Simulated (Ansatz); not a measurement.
# Pb (Fm-3m) in Ansatz: convergence with wavefunction cutoff

Aim: find how far wavefunction cutoff must go before the results for Pb settle, at r2SCAN. This setting moves, with any that are tied to it; all else stays.

Program: Ansatz 0.2.0. These are calculated values, not measurements. Logs are shortened: lines on timing, memory, paths and dates and some standing lists are left out, and cuts for length are marked.

## 1. Starting point

It takes space group Fm-3m (No. 225, cubic). Conventional cell: a = 4.950 Å, b = 4.950 Å, c = 4.950 Å, α = 90.00°, β = 90.00°, γ = 90.00°. Pb (site symmetry m-3m) has 12 Pb at 3.50 Å as nearest neighbours.

## 2. With wavefunction cutoff 200 eV

File input.yaml:

```yaml
crystal:
  lattice:
    - [0.0, 2.47502, 2.47502]
    - [2.47502, 0.0, 2.47502]
    - [2.47502, 2.47502, 0.0]
  atoms:
    - { symbol: Pb, position: [0.0, 0.0, 0.0] }
hamiltonian:
  xc: r2scan
  pseudopotentials: { kind: paw_fr }
magnetization:
  noncollinear: true
  spin_orbit: true
kpoints:
  mp_grid: { grid: [8, 8, 8] }
scf:
  occupations: { method: gaussian, width: 0.05 }
output:
  forces: true
  stress: true
  eigenvalues: true
basis:
  ecutwfc: "200 eV"
```

Potentials or basis: Ansatz PAW.

On the command line:

```console
ansatz run input.yaml --threads 2 --pin off --max-ram 5632MiB --backend cpu --events-out ev --progress --plain --runs-dir out
```

It took 2.2 s on 2 threads of Arm Neoverse V1, shared host; peak memory 0.37 GiB.

What came out:

| Item | Value |
| --- | --- |
| Free energy | -11881.8402 eV |
| Pressure | 1.4 GPa |
| Band gap on the k mesh | none (metal or under the smearing width) |

## 3. With wavefunction cutoff 250 eV

Changes to input.yaml since step 2:

```diff
@@ -22,2 +22,2 @@
 basis:
-  ecutwfc: "200 eV"
+  ecutwfc: "250 eV"
```

Potentials or basis: Ansatz PAW.

On the command line:

```console
ansatz run input.yaml --threads 2 --pin off --max-ram 5632MiB --backend cpu --events-out ev --progress --plain --runs-dir out
```

Wall time 2.8 s (2 threads of Arm Neoverse V1, shared host); peak memory 0.37 GiB.

What came out:

```yaml
Free_energy: -11886.8067 eV
Pressure: 0.8 GPa
Band_gap_on_the_k_mesh: none (metal or under the smearing width)
```

## 4. With wavefunction cutoff 300 eV

Changes to input.yaml since step 3:

```diff
@@ -22,2 +22,2 @@
 basis:
-  ecutwfc: "250 eV"
+  ecutwfc: "300 eV"
```

On the command line:

```console
ansatz run input.yaml --threads 2 --pin off --max-ram 5632MiB --backend cpu --events-out ev --progress --plain --runs-dir out
```

Wall time 2.9 s (2 threads of Arm Neoverse V1, shared host); peak memory 0.38 GiB.

Results:

```
Free energy            : -11887.4590 eV
Pressure               : 1.5 GPa
Band gap on the k mesh : none (metal or under the smearing width)
```

## 5. With wavefunction cutoff 350 eV

Changes to input.yaml since step 4:

```diff
@@ -22,2 +22,2 @@
 basis:
-  ecutwfc: "300 eV"
+  ecutwfc: "350 eV"
```

On the command line:

```console
ansatz run input.yaml --threads 2 --pin off --max-ram 5632MiB --backend cpu --events-out ev --progress --plain --runs-dir out
```

Wall time 3.2 s (2 threads of Arm Neoverse V1, shared host); peak memory 0.4 GiB.

Results:

| Property | Result |
| --- | --- |
| Free energy | -11887.5085 eV |
| Pressure | 1.3 GPa |
| Band gap on the k mesh | none (metal or under the smearing width) |

## 6. With wavefunction cutoff 400 eV

Changes to input.yaml since step 5:

```diff
@@ -22,2 +22,2 @@
 basis:
-  ecutwfc: "350 eV"
+  ecutwfc: "400 eV"
```

Potentials or basis: Ansatz PAW.

On the command line:

```console
ansatz run input.yaml --threads 2 --pin off --max-ram 5632MiB --backend cpu --events-out ev --progress --plain --runs-dir out
```

It took 3.3 s on 2 threads of Arm Neoverse V1, shared host; peak memory 0.41 GiB.

The run converged. Its results:

```yaml
Free_energy: -11887.5104 eV
Pressure: 1.3 GPa
Band_gap_on_the_k_mesh: none (metal or under the smearing width)
```

## 7. With wavefunction cutoff 450 eV

Changes to input.yaml since step 6:

```diff
@@ -22,2 +22,2 @@
 basis:
-  ecutwfc: "400 eV"
+  ecutwfc: "450 eV"
```

On the command line:

```console
ansatz run input.yaml --threads 2 --pin off --max-ram 5632MiB --backend cpu --events-out ev --progress --plain --runs-dir out
```

Wall time 3.7 s (2 threads of Arm Neoverse V1, shared host); peak memory 0.43 GiB.

It converged, with:

* Free energy: -11887.5112 eV
* Pressure: 1.3 GPa
* Band gap on the k mesh: none (metal or under the smearing width)

## 8. With wavefunction cutoff 500 eV

Changes to input.yaml since step 7:

```diff
@@ -22,2 +22,2 @@
 basis:
-  ecutwfc: "450 eV"
+  ecutwfc: "500 eV"
```

On the command line:

```console
ansatz run input.yaml --threads 2 --pin off --max-ram 5632MiB --backend cpu --events-out ev --progress --plain --runs-dir out
```

Wall time 4.7 s (2 threads of Arm Neoverse V1, shared host); peak memory 0.46 GiB.

It converged, with:

- Free energy: -11887.5116 eV
- Pressure: 1.3 GPa
- Band gap on the k mesh: none (metal or under the smearing width)

## 9. With wavefunction cutoff 600 eV

Changes to input.yaml since step 8:

```diff
@@ -22,2 +22,2 @@
 basis:
-  ecutwfc: "500 eV"
+  ecutwfc: "600 eV"
```

Potentials or basis: Ansatz PAW.

On the command line:

```console
ansatz run input.yaml --threads 2 --pin off --max-ram 5632MiB --backend cpu --events-out ev --progress --plain --runs-dir out
```

Run time: 5.3 s. Hardware: 2 threads of Arm Neoverse V1, shared host; peak memory 0.53 GiB.

Results (log left out):

```yaml
Free_energy: -11887.5117 eV
Pressure: 1.3 GPa
Band_gap_on_the_k_mesh: none (metal or under the smearing width)
```

## 10. With wavefunction cutoff 800 eV

Changes to input.yaml since step 9:

```diff
@@ -22,2 +22,2 @@
 basis:
-  ecutwfc: "600 eV"
+  ecutwfc: "800 eV"
```

Potentials or basis: Ansatz PAW.

On the command line:

```console
ansatz run input.yaml --threads 2 --pin off --max-ram 5632MiB --backend cpu --events-out ev --progress --plain --runs-dir out
```

What it wrote:

```text
Warning: RAYON_NUM_THREADS=2 ignored (pool sized by the plan → 2); use --threads N
Engine: ansatz 0.2.0, aarch64-unknown-linux-gnu
Pseudopotentials: kind: paw_fr
Pseudopotential: Pb, paw_fr, valence charge 14, recommended cutoff 500 eV (meta_gga), Pb.paw.azcp#standard-fr
Functional definition: r2SCAN
  parameter k0 = 0.174
  parameter k1 = 0.065
  parameter a1 = 4.9479
  exchange = r2scan_x(k0 = k0, k1 = k1, a1 = a1)
  correlation = r2scan_c
non-collinear run that drives no moment, with spin-orbit: no starting moment large enough to seed its density (crystal.atoms[].spin), no starting occupations that ask for one, no magnetisation constraint and no magnetic field, so the semilocal B_xc is pinned to zero
Crystal: 1 atoms, lattice volume = 30.323 Å³
Basis set: ecut = 800 eV, 1471 PW (Γ), exchange–correlation on 144×144×144 points (64 copies of the dense FFT grid, shifted against one another)
Bands: 22, of which v1, the nominal top of the filled ones, is band 14 counted from 1 (13 counted from 0)
Symmetry: 48 space group operations + 48 with time reversal
Magnetic group: BNS 225.117 (UNI 1619), of the structure as read, at distance tolerance 3.1e-5 Å
k-points: 29 of 512
Projection manifold: j_resolved (fully-relativistic pseudo-atomic orbitals)
Non-local potential: Pb, projectors of the file, l = 0: 2, l = 1: 4, l = 2: 4, l = 3: 4
PAW form: soft (Blöchl's): semilocal exchange-correlation on the pseudo side does not see the compensation charge
PAW frozen core: Pb, regenerated for the run's functional (the file was generated under x = pbe(κ = 0.804, μ = 0.2195149727645171), c = pbe(β = 0.06672455060314922))
PAW one-centre angular grid: Pb, 590 points (default); XC on 303 of its mesh's 2897 points in the sphere
Initial density: superposition of atomic densities (chi_scale 0.1, normalization cell)
Initial wavefunctions: pseudopotential atomic-orbital guess
Functional: x = r2scan, c = r2scan; τ floored in thin density (d = 2e-4 eV/Å³)
iter 1 solved again at ethr=5.42e-5 eV; its pass at ethr=3.10e-3 eV (dr2=7.58e-3 eV) is discarded
SCF iter   1: F=—  HF=-11887.505883 eV  |F-HF|=—  |Δ(HF+E_count)|=         —  Δρ=6.17e-3  dr2=7.97e-3  dr2_τ=1.51e-4  dr2_m=0.00e0 (ungated)  ethr=5.42e-5  |M|=0.00e0 ∫|m|=0.00e0 μB  |m|>n=0.0e0 m-floor=0.0e0 τ_xc=0.0e0  β_m=0.30  ⟨swp⟩=2.3  Hψ=2912  notcnv=0
[... 10 lines left out ...]
Absolute magnetization: 0.0000 μB (∫|m|)
  site 0: m = (+0.0000, +0.0000, +0.0000) μB, |m| = 0.0000 μB  (R = 1.44 Å)
Free energy (F): -11887.512017 eV
Harris-Foulkes:  -11887.512017 eV  (|F-HF|=1.32e-9)
Internal energy: -11887.511671 eV  (E = F + TS)
E sigma→0 (E₀):  -11887.511844 eV
Entropy (-TS):   -0.000346 eV (-0.346 meV/atom)
Fermi energy:    10.502251 eV
--- Per-component energies (eV) ---
  E_band       = -44.396742
  E_kinetic    = 289.746220
  E_local      = -1018.855094  (includes V_loc(G=0)·N_el)
  E_nonlocal   = 351.086057
  E_hartree    = 406.452091
  E_xc         = -208.155396
  E_vxc        = -145.489405  (∫ρ·V_xc dr)
  E_paw        = -10401.662501  (= ΣΔE_a)
  E_vpaw       = -344.567817  (= ΣTr[D̂ρ^β])
  E_aug_tail   = -0.000001  (compensation charges beyond the density's cutoff)
  E_vtau       = 10.775998  (kinetic-family band-sum trace: ∫τ·v_τ [+ j·A + Jᵃ·Aᵃ] dr)
  E_ewald      = -1307.059754
  E_core_change = 0.936708  (= ΣΔE_core)
  E_smearing   = -0.000346  (= −TS)
  E_closure    = 0.000000  (closes the sum)
  Σ components = -11887.512017   (vs F -11887.512017, Δ=0.00e0)
--- Forces (eV/Å), atoms counted from 1 ---
  atom   1  Pb     0.00000000    -0.00000000     0.00000000
  max |Σ_I F_I| component: 1.51e-30 eV/Å
--- Stress (GPa, compression-positive) ---
        1.309478      -0.000000       0.000000
       -0.000000       1.309478      -0.000000
        0.000000      -0.000000       1.309478
  P = ⅓ Tr σ = 1.3095 GPa (13.095 kbar)
--- Band table (eV; the first three rows and the last of 29) ---
  k-point 0: bands = ["-8.2279", "-8.2279", "-8.2279", "-8.2279", "-5.7242", "-5.7242", "-5.6217", "-5.6217", "-5.6217", "-5.6217", "-1.3318", "-1.3318", "16.1374", "16.1374", "19.5232", "19.5232", "19.5232", "19.5232", "21.3063", "21.3063", "23.2721", "23.2721"]
  k-point 1: bands = ["-8.2252", "-8.2252", "-8.2148", "-8.2148", "-5.7069", "-5.7069", "-5.6332", "-5.6332", "-5.6003", "-5.6003", "-1.0171", "-1.0171", "14.8618", "14.8618", "17.6508", "17.6508", "19.1047", "19.1047", "20.8527", "20.8527", "24.2520", "24.2520"]
  k-point 2: bands = ["-8.2197", "-8.2197", "-8.1854", "-8.1854", "-5.6821", "-5.6821", "-5.6469", "-5.6469", "-5.5461", "-5.5461", "-0.0770", "-0.0770", "11.4567", "11.4567", "16.4503", "16.4503", "18.3363", "18.3363", "20.5285", "20.5285", "23.1482", "23.1482"]
  k-point 28: bands = ["-8.1739", "-8.1739", "-8.1520", "-8.1520", "-5.6797", "-5.6797", "-5.5624", "-5.5624", "-5.4806", "-5.4806", "4.0894", "4.0894", "8.6588", "8.6588", "9.8954", "9.8954", "11.3802", "11.3802", "22.2079", "22.2079", "23.7372", "23.7372"]
```

Run time: 8.2 s. Hardware: 2 threads of Arm Neoverse V1, shared host; peak memory 0.67 GiB.

Results:

```yaml
Free_energy: -11887.5120 eV
Pressure: 1.3 GPa
Band_gap_on_the_k_mesh: none (metal or under the smearing width)
```

## 11. The series at a glance

| wavefunction cutoff | energy less the tightest run, at zero smearing (meV/atom) | pressure (GPa) | SCF cycles | CPU time (s) | peak memory (GiB) |
| --- | --- | --- | --- | --- | --- |
| 200 eV | 5671.84 | 1.37 | 7 | 3.9 | 0.37 |
| 250 eV | 705.34 | 0.83 | 6 | 4.6 | 0.37 |
| 300 eV | 52.99 | 1.51 | 6 | 5.2 | 0.38 |
| 350 eV | 3.53 | 1.31 | 6 | 5.9 | 0.4 |
| 400 eV | 1.64 | 1.31 | 6 | 6 | 0.41 |
| 450 eV | 0.78 | 1.31 | 6 | 6.9 | 0.43 |
| 500 eV | 0.43 | 1.31 | 6 | 8.8 | 0.46 |
| 600 eV | 0.32 | 1.31 | 6 | 10 | 0.53 |
| 800 eV | 0.00 | 1.31 | 6 | 16 | 0.67 |

Against the tightest run, the energy stays within 1 meV/atom from 450 eV on; the pressure stays within 0.1 GPa from 350 eV on. The tightest run that finished is the yardstick and may itself not be fully converged.

Caveats: the PAW data sets come from PBE, with cores solved anew for the run's functional, which leaves a small shift of forces and pressure.
